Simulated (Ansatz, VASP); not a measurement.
## One calculation of Si, two programs

File INCAR:

```
SYSTEM = Si
PREC = Accurate
ENCUT = 520
EDIFF = 1E-6
ISMEAR = -1
SIGMA = 0.05
LREAL = .False.
LASPH = .True.
NELM = 80
ALGO = Normal
ISIF = 2
LWAVE = .False.
LCHARG = .False.
GGA = PE
NBANDS = 8
```

KPOINTS

```
Automatic mesh
0
Gamma
  12 12 11
  0 0 0
```

POSCAR

```
Si
1.0
    2.6719390558      0.0000000000      0.0000000000
   -1.3359695279      2.3139670997      0.0000000000
    0.0000000000      0.0000000000      2.5147265607
Si
1
Direct
    0.0000000000      0.0000000000      0.0000000000
```

File input.yaml:

```yaml
crystal:
  lattice:
    - [2.6719390558, 0.0, 0.0]
    - [-1.3359695279, 2.3139670997, 0.0]
    - [0.0, 0.0, 2.5147265607]
  atoms:
    - { symbol: Si, position: [0.0, 0.0, 0.0] }
kpoints:
  mp_grid: { grid: [12, 12, 11] }
scf:
  occupations: { method: fermi_dirac, width: 0.05 }
hamiltonian:
  xc: pbe
  pseudopotentials: { kind: all_electron, lapw: { basis_error: 0.0005 } }
output:
  forces: true
  stress: true
  eigenvalues: true
```

Change from the starting cell: volume scaled by 1.06.

Alike in both runs: task single point; functional PBE; k mesh 12 × 12 × 11; occupations fermi-dirac, width 0.05 eV; no spin polarisation.

|  | VASP | Ansatz |
| --- | --- | --- |
| version | VASP 6.6.1 | Ansatz 0.2.0 |
| potentials or method | VASP PAW PBE potentials, release 64 (Si) | all-electron LAPW, scalar-relativistic |
| plane-wave cutoff (eV) | 520 | see its input |

VASP gave:

```
gap on the k mesh at the Fermi level (eV)       : none
pressure (GPa)                                  : -3.2
largest component of the traceless stress (GPa) : 2.02
```

Question: Estimate Ansatz's values.

Answer: gap on the k mesh at the Fermi level (eV): none; pressure (GPa): -3.1; largest component of the traceless stress (GPa): 2.01.

A gap of «none» marks a metal or a gap that the smearing closes. Ansatz ran all-electron here, so the differences hold the error of VASP's frozen core and of both bases.
